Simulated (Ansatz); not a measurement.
Set up this calculation in Ansatz 0.2.0, as the native input.

```
Task                : density of states
Functional          : revPBE
Dispersion          : D3(BJ)
Potentials or basis : SG15 NC
Cutoff              : 1225 eV
Density cutoff      : 4898 eV
k mesh              : 9 × 9 × 9
Occupations         : fermi-dirac, width 0.05 eV
Spin                : collinear spin, ferromagnetic start
Starting moments    : [2.0, 1.0] μB
```

The system is TiCo.

```
Co Ti
1.0
     2.98611    0.00000    0.00000
     0.00000    2.98611    0.00000
     0.00000    0.00000    2.98611
Co Ti
1 1
Direct
  0.50000 0.50000 0.50000
  0.00000 0.00000 0.00000
```

The cell comes from a database or a generator and needn't be the stable form of this composition.

These files were run (other wordings do the same):

input.yaml

```yaml
crystal:
  lattice:
    - [2.98611099, 0.0, 0.0]
    - [0.0, 2.98611099, 0.0]
    - [0.0, 0.0, 2.98611099]
  atoms:
    - { symbol: Co, position: [0.5, 0.5, 0.5], spin: 2.0 }
    - { symbol: Ti, position: [0.0, 0.0, 0.0], spin: 1.0 }
hamiltonian:
  xc: revpbe
  pseudopotentials:
    kind: nc
    accuracy: standard
    azcp: { Co: Co_ONCV_PBE-1.2.nc.azcp, Ti: Ti_ONCV_PBE-1.2.nc.azcp }
  dispersion: d3bj
magnetization:
  spin_polarized: true
kpoints:
  mp_grid: { grid: [9, 9, 9] }
scf:
  occupations: { method: fermi_dirac, width: 0.05 }
  n_extra_bands: 6
output:
  forces: true
  stress: true
  eigenvalues: true
  dos: { projected: false, de: 0.05, nscf_kmesh: { grid: [14, 14, 14] } }
```

Potentials or basis: SG15 NC.

Launch:

```sh
$ ansatz run input.yaml --threads 2 --pin off --max-ram 5120MiB --backend cpu --events-out ev --progress --plain --runs-dir out
```

It gave:

The pressure is -9.0 GPa and the band gap on the k mesh is none (metal or under the smearing width). The net moment is 0.84 μB per cell and the absolute moment is 1.12 μB per cell. The site moments are Co +0.97; Ti -0.05 μB and the density of states at the Fermi level is 1.60 states/eV per cell.

Caveat: the potentials were made for another functional, which shifts forces and pressure; pairwise dispersion overbinds metals, which lowers pressure and volume.

Run time: 25 s on 2 threads of Arm Neoverse N1, with other jobs on the host, peak memory 0.47 GiB.
